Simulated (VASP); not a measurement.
# GeH₂S: screened Coulomb integrals of an active space by constrained RPA

GeH₂S, molecule in box, 4 atoms in the cell.

| Functional | Screened U within a state, mean (eV) | Screened U' between states, mean (eV) | Screened J (eV) | Bare U within a state, mean (eV) | Bare U' between states, mean (eV) | Time (s) |
|---|---|---|---|---|---|---|
| LDA | 6.68 | 5.94 | 0.41 | 9.51 | 8.43 | 264 |
| PBE | 6.68 | 5.96 | 0.43 | 9.50 | 8.44 | 246 |
| r2SCAN | 6.96 | 6.23 | 0.46 | 9.59 | 8.55 | 474 |
| PBE0 | 7.24 | 6.51 | 0.46 | 9.43 | 8.42 | 276 |
| HSE06 | 6.98 | 6.26 | 0.46 | 9.44 | 8.43 | 274 |

Limits: the periodic box is only 6.51 Å wide at its narrowest and no larger one was tried.

## Input of the first row

INCAR.step1:
```
SYSTEM = GeH2S
ENCUT    = 420            ! plane-wave cutoff, eV
PREC     = Accurate       ! precision mode
ISMEAR   = -1             ! smearing method
SIGMA    = 0.02           ! smearing width, eV
LASPH    = .TRUE.         ! aspherical terms in the spheres
EDIFF    = 1E-7           ! SCF threshold, eV
GGA      = CA             ! functional
ALGO     = Normal         ! electronic algorithm
NELM     = 150            ! most SCF steps
LWAVE    = .TRUE.         ! write WAVECAR
LCHARG   = .FALSE.        ! write CHGCAR
```

INCAR.step2, as INCAR.step1 but for:
```
- ALGO = Normal
- NELM = 150
+ ALGO = Exact
+ NELM = 1
+ NBANDS = 131
+ LOPTICS = .TRUE.
```

INCAR.step3:
```
SYSTEM = GeH2S
ENCUT    = 420            ! plane-wave cutoff, eV
PREC     = Accurate       ! precision mode
ISMEAR   = -1             ! smearing method
SIGMA    = 0.02           ! smearing width, eV
LASPH    = .TRUE.         ! aspherical terms in the spheres
GGA      = CA             ! functional
ALGO     = CRPA           ! electronic algorithm
NBANDS   = 132            ! bands
ENCUTGW  = 90             ! cutoff of the response function
PRECFOCK = Fast         
LOCALIZED_BASIS= BLOCH        
LWAVE    = .FALSE.        ! write WAVECAR
LCHARG   = .FALSE.        ! write CHGCAR
NCRPA_BANDS= 11 12        
NTARGET_STATES= 11 12         
```

KPOINTS:
```
k-points
0
Gamma
  1 1 1
```

POSCAR:
```
GeH2S
1.0
    6.6200000000      0.0000000000      0.0000000000
    0.0000000000      7.5700000000      0.0000000000
    0.0000000000      0.0000000000      6.5100000000
S Ge H
1 1 2
Direct
    0.4377568000      0.3304029100      0.5396159800
    0.3775755300      0.5866380500      0.3836559100
    0.6224244700      0.3620673700      0.6163440900
    0.5894939600      0.6695970900      0.4488172100
```

Commands (each step's output is kept before the next begins):
```
cat potpaw_LDA.64/S_GW/POTCAR potpaw_LDA.64/Ge_d_GW/POTCAR potpaw_LDA.64/H_GW/POTCAR > POTCAR
cp INCAR.step1 INCAR
mpirun -np 4 vasp_std > vasp.out
cp INCAR.step2 INCAR
mpirun -np 4 vasp_std > vasp.out
cp INCAR.step3 INCAR
mpirun -np 4 vasp_std > vasp.out
```

Changes of the last row against the first:
```
(all steps)
- GGA = CA
+ GGA = PE
+ LHFCALC = True
+ HFSCREEN = 0.2
- cat potpaw_LDA.64/S_GW/POTCAR potpaw_LDA.64/Ge_d_GW/POTCAR potpaw_LDA.64/H_GW/POTCAR > POTCAR
+ cat potpaw_PBE.64/S_GW/POTCAR potpaw_PBE.64/Ge_d_GW/POTCAR potpaw_PBE.64/H_GW/POTCAR > POTCAR
```

VASP 6.6.1 took 264 s on 4 cores (Intel Xeon Platinum 8488C (Sapphire Rapids)), a shared host.
